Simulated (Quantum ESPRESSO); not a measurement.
Here is a Quantum ESPRESSO 7.5 calculation.

The input pw.in:

```
&CONTROL
  calculation = 'scf'
  prefix = 'pwscf'
  outdir = './tmp'
  pseudo_dir = './pseudo'
  tprnfor = .true.
  tstress = .true.
  disk_io = 'nowf'
/
&SYSTEM
  ibrav = 0
  nat = 6
  ntyp = 2
  ecutwfc = 55
  ecutrho = 440
  nbnd = 41
  input_dft = 'pz'
  occupations = 'smearing'
  smearing = 'fd'
  degauss = 0.00367493
/
&ELECTRONS
  conv_thr = 1.2d-09
  electron_maxstep = 120
  mixing_beta = 0.3
/
ATOMIC_SPECIES
Cu    63.5460 Cu.paw.z_11.ld1.psl.v1.0.0-low.upf
O     15.9990 O.pbe-n-kjpaw_psl.0.1.UPF
CELL_PARAMETERS bohr
   8.0502332909    0.0000000000    0.0000000000
   0.0000000000    8.0502332909    0.0000000000
   0.0000000000    0.0000000000    8.0502332909
ATOMIC_POSITIONS bohr
Cu     6.0376749682    2.0125583227    6.0376749682
Cu     6.0376749682    6.0376749682    2.0125583227
Cu     2.0125583227    6.0376749682    6.0376749682
Cu     2.0125583227    2.0125583227    2.0125583227
O      4.0251166455    4.0251166455    4.0251166455
O      0.0000000000    0.0000000000    0.0000000000
K_POINTS automatic
6 6 6 0 0 0
HUBBARD {ortho-atomic}
U Cu-3d 5.0
```

Potentials or basis: SSSP 1.3 efficiency PBE.

Run with:

```sh
$ OMP_NUM_THREADS=1 pw.x -in pw.in > pw.out
```

Estimate the pressure.

-3.6 GPa.

What does it give for the band gap on the k mesh?

0.87 eV, direct.

Eigenvalues of the final occupation matrices:
```
   site  spin  trace               eigenvalues
Cu 1 3d  each   4.83  0.87 0.99 0.99 0.99 0.99
Cu 2 3d  each   4.83  0.87 0.99 0.99 0.99 0.99
Cu 3 3d  each   4.83  0.87 0.99 0.99 0.99 0.99
Cu 4 3d  each   4.83  0.87 0.99 0.99 0.99 0.99
```

Caveat: the potentials were made for another functional, which shifts forces and pressure.

**Experimental background.**

From “Importance of surface oxygen vacancies for ultrafast hot carrier relaxation and transport in Cu2O”, 2021, arxiv:2103.03167, for a bulk crystal of Cu2O: band gap 2.17 eV (direct).

Measured gap of Cu2O: 2.17 eV (direct; quoted in “Importance of surface oxygen vacancies for ultrafast hot carrier relaxation and transport in Cu2O”, 2021, arxiv:2103.03167). This calculation gives 0.87 eV (-1.30 eV). So large a miss can be the level of theory's own, or it may mean another phase, state or a wrong row. The value is that of LDA+U on a finite k mesh, which can miss the band edges, without temperature or zero-point motion.
